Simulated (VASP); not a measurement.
# CH₄O: harmonic vibrations of a molecule

CH₄O, molecule in box, 6 atoms in the cell. PBE, harmonic vibrations; PAW potentials C, O, H (PBE set).

## Input

INCAR.step1:
```
SYSTEM = H4CO
  PREC = Accurate
  ENCUT = 400
  EDIFF = 1E-8
  ISMEAR = 0
  SIGMA = 0.01
  ISYM = 0
  LREAL = .FALSE.
  LASPH = .TRUE.
  NELM = 100
  ALGO = Normal
  LWAVE = .FALSE.
  LCHARG = .FALSE.
  IBRION = 2
  NSW = 60
  ISIF = 2
  EDIFFG = -0.002
  POTIM = 0.5
```

INCAR.step2, as INCAR.step1 but for:
```
- IBRION = 2
- NSW = 60
- ISIF = 2
- EDIFFG = -0.002
- POTIM = 0.5
+ IBRION = 5
+ NFREE = 2
+ POTIM = 0.015
+ NSW = 1
```

KPOINTS:
```
k-points
0
Gamma
  1 1 1
```

POSCAR.step1:
```
H4CO
1.0
   11.0000000000      0.0000000000      0.0000000000
    0.0000000000     11.0000000000      0.0000000000
    0.0000000000      0.0000000000     12.0000000000
C O H
1 1 4
Direct
    0.4925045500      0.4821409100      0.4762875000
    0.4855409100      0.5297681800      0.5851041700
    0.4219318200      0.4129590900      0.4691875000
    0.5804318200      0.4388500000      0.4593291700
    0.4757500000      0.5513954500      0.4123125000
    0.5470954500      0.5908590900      0.5933541700
```

Commands (each step's output is kept before the next begins):
```
cat potpaw_PBE.64/C/POTCAR potpaw_PBE.64/O/POTCAR potpaw_PBE.64/H/POTCAR > POTCAR
cp INCAR.step1 INCAR
cp POSCAR.step1 POSCAR
mpirun -np 4 vasp_gam > vasp.out
cp CONTCAR POSCAR
cp INCAR.step2 INCAR
mpirun -np 4 vasp_gam > vasp.out
```

## Result

- Vibrations (cm⁻¹; a negative value is imaginary): 3736, 3053, 2979, 2931, 1459, 1445, 1424, 1327, 1130, 1055, 1010, 276
- Zero-point energy (eV): 1.353
- Translations and rotations, which should read zero (cm⁻¹): -45, -23, -5, 3, 13, 25
- Vibrational entropy at 298 K (meV/K): 0.080
- Displaced cells: 36
- Ionic steps, all stages: 55
- Electronic steps, all stages: 937

VASP 6.6.1 took 696 s on 4 cores (Intel Xeon Platinum 8375C @ 2.90GHz (Ice Lake)), a shared host.
